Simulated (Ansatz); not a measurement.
# BeSe: the cost of one run

Program: Ansatz 0.2.0. Level of theory: DFT PBE, scalar-relativistic, plane waves, PAW. These are calculated values, not measurements.

1 further run of the same task is left out (set aside as unsound or not needed).

### Step 1. The system as given

Symmetry: F-43m, No. 216, cubic system. Conventional cell: a = 5.178 Å, b = 5.178 Å, c = 5.178 Å, α = 90.00°, β = 90.00°, γ = 90.00°. Be (site symmetry -43m) has 4 Se at 2.24 Å as nearest neighbours. Se (site symmetry -43m) has 4 Be at 2.24 Å as nearest neighbours.

As a file:

```
Be Se
1.0
     0.00000    2.58883    2.58883
     2.58883    0.00000    2.58883
     2.58883    2.58883    0.00000
Be Se
1 1
Cartesian
  0.0000 0.0000 0.0000
  1.2944 1.2944 1.2944
```

This cell was relaxed beforehand with the same method: volume 17.35 Å³/atom, gap on the mesh 2.67 eV.

### Step 2. Bands, states and charges

File input.yaml:

```yaml
crystal:
  lattice:
    - [0.0, 2.5888345899, 2.5888345899]
    - [2.5888345899, 0.0, 2.5888345899]
    - [2.5888345899, 2.5888345899, 0.0]
  atoms:
    - { symbol: Be, position: [0.0, 0.0, 0.0] }
    - { symbol: Se, position: [0.25, 0.25, 0.25] }
basis:
  ecutwfc: 420
kpoints:
  mp_grid: { grid: [8, 8, 8] }
  band_path:
    path:
      - [[0.0, 0.0, 0.0], [-0.5, -0.5, 0.0], [-0.375, -0.375, 0.25]]
      - [[-0.375, 0.0, 0.375], [0.0, 0.0, 0.0], [0.0, 0.0, 0.5], [-0.5, -0.25, 0.25], [-0.5, -0.5, 0.0]]
    npoints: 14
hamiltonian:
  xc: pbe
scf:
  occupations: { method: gaussian, width: 0.02 }
  n_extra_bands: 6
output:
  forces: true
  stress: true
  eigenvalues: true
  populations: true
  dos: { projected: true, de: 0.02, nscf_kmesh: { grid: [12, 12, 12] } }
  bader: true
```

On the command line:

```console
$ ansatz run input.yaml --threads 1 --pin off --max-ram 2560MiB --backend cpu --events-out ev --progress --plain --runs-dir out
```

**Question.** How long does this run take on 1 thread of Arm Neoverse V2, shared host, and how much memory does it need?

About 19 s, with a peak of 0.29 GiB.
